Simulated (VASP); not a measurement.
# Settings for CdF₂: band structure

CdF₂, Fm-3m (no. 225), 3 atoms in the cell. LDA; PAW potentials Cd, F (LDA set). VASP 6.6.1.

Wanted: band energies at the path's corners within 0.1 eV; smallest gap over path and mesh within 0.05 eV.

What the run is for: bands; Accuracy asked: screening; Route: KPOINTS_OPT.

Band energies at the path's corners: counted from the valence top.

POSCAR:
```
CdF2
1.0
    0.0000000000      2.6940000000      2.6940000000
    2.6940000000      0.0000000000      2.6940000000
    2.6940000000      2.6940000000      0.0000000000
Cd F
1 2
Direct
    0.0000000000      0.0000000000      0.0000000000
    0.7500000000      0.7500000000      0.7500000000
    0.2500000000      0.2500000000      0.2500000000
```

The series start from Plane-wave cutoff (eV): 460; k-point mesh: 6 × 6 × 6; k points a path segment: 12; Electronic threshold (eV): 1e-6; Precision mode (PREC): Accurate; Bands in all (NBANDS): 26. Each series keeps the choices made before it, and each single choice may use up half of a tolerance.

## Plane-wave cutoff (eV)

| Plane-wave cutoff (eV) | Band energies at the path's corners, largest deviation (eV) | Smallest gap over path and mesh (eV) | Time (s) |
|---|---|---|---|
| 320 | 0.12 | 2.856 | 24 |
| 400 | 0.03 | 2.814 | 40 |
| 460 | 0.01 | 2.799 | 45 |
| 520 | 0.00 | 2.796 | 44 |
| 640 (reference) | 0.00 | 2.799 | 53 |

Chosen: 400, the loosest value from which every tighter one stays within half of the tolerance.

## k-point mesh

| k-point mesh | Band energies at the path's corners, largest deviation (eV) | Smallest gap over path and mesh (eV) | Time (s) |
|---|---|---|---|
| 3 × 3 × 3 | 0.01 | 2.808 | 32 |
| 4 × 4 × 4 | 0.00 | 2.813 | 37 |
| 5 × 5 × 5 | 0.00 | 2.815 | 38 |
| 6 × 6 × 6 | 0.00 | 2.814 | 40 |
| 7 × 7 × 7 | 0.00 | 2.814 | 43 |
| 9 × 9 × 9 (reference) | 0.00 | 2.815 | 49 |

Chosen: 3 × 3 × 3.

## Electronic threshold (eV)

| Electronic threshold (eV) | Band energies at the path's corners, largest deviation (eV) | Smallest gap over path and mesh (eV) | Time (s) |
|---|---|---|---|
| 0.001 | 0.00 | 2.805 | 12 |
| 0.0001 | 0.00 | 2.808 | 13 |
| 1e-5 | 0.00 | 2.808 | 14 |
| 1e-6 | 0.00 | 2.808 | 16 |
| 1e-7 (reference) | 0.00 | 2.809 | 16 |

Chosen: 0.001.

## Precision mode (PREC)

| Precision mode (PREC) | Band energies at the path's corners, largest deviation (eV) | Smallest gap over path and mesh (eV) | Time (s) |
|---|---|---|---|
| SingleN | 0.00 | 2.806 | 5.2 |
| Normal | 0.00 | 2.805 | 5.4 |
| Accurate (reference) | 0.00 | 2.805 | 12 |

Chosen: SingleN.

## Bands in all (NBANDS)

| Bands in all (NBANDS) | Band energies at the path's corners, largest deviation (eV) | Smallest gap over path and mesh (eV) | Time (s) |
|---|---|---|---|
| 15 | 0.01 | 2.800 | 3.3 |
| 16 | 0.00 | 2.802 | 3.3 |
| 17 | 0.00 | 2.803 | 3.4 |
| 19 | 0.00 | 2.803 | 3.8 |
| 26 | 0.00 | 2.806 | 5.2 |
| 36 (reference) | 0.00 | 2.804 | 6.8 |

Chosen: 15.

Also changed on the way, by series that aren't shown: k points a path segment: 5.

## All choices together

| Input | Band energies at the path's corners, largest deviation (eV) | Smallest gap over path and mesh (eV) | Time (s) |
|---|---|---|---|
| the program's defaults (naive) | 0.03 | 2.817 | 16 |
| chosen settings | 0.03 | 2.800 | 3.3 |
| reference settings throughout | 0.00 | 2.800 | 201 |

The tolerance is met.

## The input

INCAR:
```
SYSTEM = CdF2
GGA = CA ; ISMEAR = 0
SIGMA = 0.03 ; LWAVE = .FALSE.
LCHARG = .FALSE. ; NBANDS = 15
PREC = SingleN ; LASPH = .TRUE.
LREAL = .FALSE. ; ALGO = Normal
EDIFF = 0.001 ; NELM = 120
GGA_COMPAT = .FALSE. ; ENCUT = 400
EFERMI = MIDGAP
```

KPOINTS:
```
Automatic mesh
0
Gamma
  3 3 3
  0 0 0
```

KPOINTS_OPT:
```
path GXWKGLUWLK,UX
5
line-mode
reciprocal
 0.0000000000  0.0000000000  0.0000000000  G
 0.5000000000  0.0000000000  0.5000000000  X

 0.5000000000  0.0000000000  0.5000000000  X
 0.5000000000  0.2500000000  0.7500000000  W

 0.5000000000  0.2500000000  0.7500000000  W
 0.3750000000  0.3750000000  0.7500000000  K

 0.3750000000  0.3750000000  0.7500000000  K
 0.0000000000  0.0000000000  0.0000000000  G

 0.0000000000  0.0000000000  0.0000000000  G
 0.5000000000  0.5000000000  0.5000000000  L

 0.5000000000  0.5000000000  0.5000000000  L
 0.6250000000  0.2500000000  0.6250000000  U

 0.6250000000  0.2500000000  0.6250000000  U
 0.5000000000  0.2500000000  0.7500000000  W

 0.5000000000  0.2500000000  0.7500000000  W
 0.5000000000  0.5000000000  0.5000000000  L

 0.5000000000  0.5000000000  0.5000000000  L
 0.3750000000  0.3750000000  0.7500000000  K

 0.6250000000  0.2500000000  0.6250000000  U
 0.5000000000  0.0000000000  0.5000000000  X
```

Commands:
```
cat potpaw_LDA.64/Cd/POTCAR potpaw_LDA.64/F/POTCAR > POTCAR
mpirun -np 1 vasp_std > vasp.out
```

The naive input happens to agree within the tolerance here, in 16 s.

Limits: LDA gaps are mostly well below measured ones.

The chosen input took VASP 6.6.1 3.3 s on 1 core (AMD EPYC 9R45 (Zen 5)), a shared host.

## An input that fails: fixed density asked without a density file

VASP's message: ERROR: charge density could not be read from file CHGCAR for ICHARG>10.

Changes against the starting input:
```
- NELM = 120
+ NELM = 55
+ ICHARG = 11
```
